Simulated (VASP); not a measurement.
These are PBE GGA, VASP's PBE PAW potentials (set 64) (plane waves; VASP 6.6.1) values and carry that method's errors.

The input files of a VASP run:

**INCAR**
```
! general
SYSTEM=Li3N
PREC  =Accurate
ENCUT =520
LREAL =.FALSE.   ! projection in real space or not
LASPH =.TRUE.   ! aspherical one-centre terms

! electronic loop
EDIFF =1E-6   ! SCF stop (eV)
NELM  =100
ALGO  =Normal

! smearing
ISMEAR=0   ! Gaussian
SIGMA =0.05   ! width (eV)

! functional
GGA   =PE   ! PBE

! spin
ISPIN =2
MAGMOM=1.0 1.0 1.0 1.0

! ions
ISIF  =2

! output
LWAVE =.FALSE.
LCHARG=.FALSE.
```

POSCAR:
```
Li3N
1
    1.8250000000    -3.1609930000     0.0000000000
    1.8250000000     3.1609930000     0.0000000000
    0.0000000000     0.0000000000     3.8700000000
Li N
3 1
Direct
  0.3333330000   0.6666670000   0.0000000000
  0.6666670000   0.3333330000   0.0000000000
  0.0000000000   0.0000000000   0.5000000000
  0.0000000000   0.0000000000   0.0000000000
```

### KPOINTS
```
kpoints
0
G
 5 5 5
0 0 0
```

POTCAR, in this order: Li_sv N (PBE.64 set). Program: vasp_std.

Output of the run:

File OSZICAR:
```
       N       E                     dE             d eps       ncg     rms          rms(c)
DAV:   1     0.659057482942E+02    0.65906E+02   -0.67922E+03   780   0.114E+03
DAV:   2    -0.576041995363E+01   -0.71666E+02   -0.66244E+02  1001   0.251E+02
DAV:   3    -0.161335700400E+02   -0.10373E+02   -0.10291E+02  1397   0.689E+01
DAV:   4    -0.166354993282E+02   -0.50193E+00   -0.50141E+00  1072   0.152E+01
DAV:   5    -0.166411977424E+02   -0.56984E-02   -0.56982E-02  1156   0.177E+00    0.197E+01
DAV:   6    -0.152884513808E+02    0.13527E+01   -0.21822E+01   905   0.233E+01    0.882E+00
DAV:   7    -0.156892572391E+02   -0.40081E+00   -0.15204E+00   959   0.101E+01    0.286E+00
DAV:   8    -0.156430821625E+02    0.46175E-01   -0.15767E-01   939   0.346E+00    0.141E+00
DAV:   9    -0.156244536432E+02    0.18629E-01   -0.97415E-02  1052   0.234E+00    0.594E-01
DAV:  10    -0.156245362940E+02   -0.82651E-04   -0.62967E-03  1061   0.695E-01    0.274E-01
DAV:  11    -0.156249911633E+02   -0.45487E-03   -0.87565E-04   900   0.296E-01    0.102E-01
DAV:  12    -0.156252554185E+02   -0.26426E-03   -0.33706E-04   955   0.168E-01    0.305E-02
DAV:  13    -0.156252637493E+02   -0.83308E-05   -0.38508E-05   995   0.606E-02    0.140E-02
DAV:  14    -0.156252661130E+02   -0.23637E-05   -0.43544E-06  1034   0.215E-02    0.561E-03
DAV:  15    -0.156252665163E+02   -0.40323E-06   -0.21282E-06   895   0.999E-03
   1 F= -.15625267E+02 E0= -.15625267E+02  d E =-.263512E-13  mag=     0.0000
```

**OUTCAR**
```
------------------------ aborting loop because EDIFF is reached ----------------------------------------
  FORCE on cell =-STRESS in cart. coord.  units (eV):
  Direction    XX          YY          ZZ          XY          YZ          ZX
  --------------------------------------------------------------------------------------
  Total       -0.1866872     -0.1866872     -0.0393751      0.0000000     -0.0000000      0.0000000
  in kB       -6.6988106     -6.6988118     -1.4128771      0.0000000     -0.0000000      0.0000000
  external PRESSURE =      -4.9368332 kB  Pullay stress =       0.0000000 kB
  volume of cell :       44.65
      direct lattice vectors                 reciprocal lattice vectors
     1.825000000 -3.160993000  0.000000000     0.273972603 -0.158178142  0.000000000
     1.825000000  3.160993000  0.000000000     0.273972603  0.158178142  0.000000000
     0.000000000  0.000000000  3.870000000     0.000000000  0.000000000  0.258397933
 POSITION                                       TOTAL-FORCE (eV/Angst)
 -----------------------------------------------------------------------------------
      1.82500      1.05367      0.00000        -0.000000     -0.000000      0.000000
      1.82500     -1.05367      0.00000         0.000000      0.000000      0.000000
      0.00000      0.00000      1.93500        -0.000000      0.000000      0.000000
      0.00000      0.00000      0.00000        -0.000000      0.000000      0.000000
 -----------------------------------------------------------------------------------
    total drift:                                0.000000     -0.000000      0.000000
  FREE ENERGIE OF THE ION-ELECTRON SYSTEM (eV)
  ---------------------------------------------------
  free  energy   TOTEN  =       -15.6252665163 eV

  energy  without entropy=      -15.6252665163  energy(sigma->0) =      -15.62526652
```
(Selected blocks of OUTCAR.)

### OUTCAR
```
 val. band max:        1.3156614355   @ k =   0.0000   0.0000   0.4000

 cond. band min:       2.3835715984   @ k =   0.0000   0.0000   0.0000


 Fermi energy:         1.5618215757

 spin component 1

 k-point     1 :       0.0000    0.0000    0.0000
  band No.  band energies     occupation
      1     -43.2349      1.00000
      2     -42.9014      1.00000
      3     -42.7256      1.00000
      4     -10.1299      1.00000
      5      -0.1856      1.00000
      6       1.1294      1.00000
      7       1.1294      1.00000
      8       2.3838      0.00000
      9       8.5878      0.00000
     10       8.5879      0.00000
     11       9.5785      0.00000
     12      13.5543      0.00000
     13      13.5544      0.00000

 k-point     2 :       0.2000   -0.0000    0.0000
  band No.  band energies     occupation
      1     -43.2061      1.00000
      2     -42.9288      1.00000
      3     -42.7257      1.00000
      4     -10.0925      1.00000
      5       0.0572      1.00000
      6       0.0913      1.00000
      7       0.7294      1.00000
      8       3.4125      0.00000
      9       8.4515      0.00000
     10       9.1638      0.00000
     11       9.5642      0.00000
     12      13.0533      0.00000
     13      13.3713      0.00000

 k-point     3 :       0.4000   -0.0000    0.0000
  band No.  band energies     occupation
      1     -43.1398      1.00000
      2     -42.9932      1.00000
      3     -42.7259      1.00000
      4     -10.0316      1.00000
      5      -0.8418      1.00000
      6       0.2052      1.00000
      7       0.5089      1.00000
      8       4.9563      0.00000
      9       6.8695      0.00000
     10       8.4695      0.00000
     11      10.6010      0.00000
     12      12.6891      0.00000
     13      13.4166      0.00000

 k-point     4 :       0.2000    0.2000    0.0000
  band No.  band energies     occupation
      1     -43.1562      1.00000
...
```

The moments were started parallel, and other spin orders were not tried in this run.

The compound is Li3N in the alpha structure. The cell was not relaxed at this level.
